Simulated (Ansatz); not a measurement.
Runs of Ansatz 0.2.0 on WC. It takes space group Fm-3m (No. 225, cubic). The conventional cell has a = 4.385 Å, b = 4.385 Å, c = 4.385 Å, α = 90.00°, β = 90.00°, γ = 90.00°. W (site symmetry m-3m) is surrounded by 6 C at 2.19 Å. C (site symmetry m-3m) is surrounded by 6 W at 2.19 Å. Measurements of this composition are mostly on another form, of space group No. 187.

```csv
task,level,cell,cutoff (eV),points for each segment of the path,gap on the mesh (eV),pressure (GPa),relaxed volume (Å³/atom)
band structure,RPBE,as given,420,14,none,2.8,-
relaxation of cell and atoms,RPBE+D3(BJ),relaxed,420,-,none,0.0,9.50
relaxation of cell and atoms,RPBE,relaxed,420,-,none,0.0,10.62
relaxation of cell and atoms,revPBE+D3(BJ),relaxed,420,-,none,0.0,(a)
band structure,BLYP,as given,420,14,none,11.6,-
band structure,r2SCAN,as given,500,14,none,-5.4,-
band structure,PBEsol,as given,420,14,none,-10.2,-
band structure,revPBE,as given,420,14,none,1.6,-
relaxation of cell and atoms,BLYP,relaxed,420,-,none,0.0,(c)
relaxation of cell and atoms,PBEsol+D4,relaxed,420,-,none,0.0,10.15
relaxation of cell and atoms,LDA,relaxed,420,-,none,0.0,(b)
relaxation of cell and atoms,revPBE,relaxed,420,-,none,0.0,10.59
```

Alike in all rows: potentials or basis Ansatz PAW; no spin polarisation; k mesh 10 × 10 × 10; smearing fermi-dirac 0.05 eV.

Problem. Fill in the values left out.

Solution. (a) 10.20; (b) 10.09; (c) 10.89.

Caveats: the PAW data sets come from PBE, with cores solved anew for the run's functional, which leaves a small shift of forces and pressure; the plane-wave basis is chosen anew once the cell has moved, so the energies of steps on either side of that aren't comparable (some runs); spin-orbit coupling is left out, which moves the levels of the heavy elements (some runs); pairwise dispersion overbinds metals, which lowers pressure and volume (some runs).

A k mesh can miss the band edges, and the runs leave out spin-orbit coupling on W.

A gap of «none» marks a metal or a gap under the smearing width.

Runs at the PBE level aren't shown here.
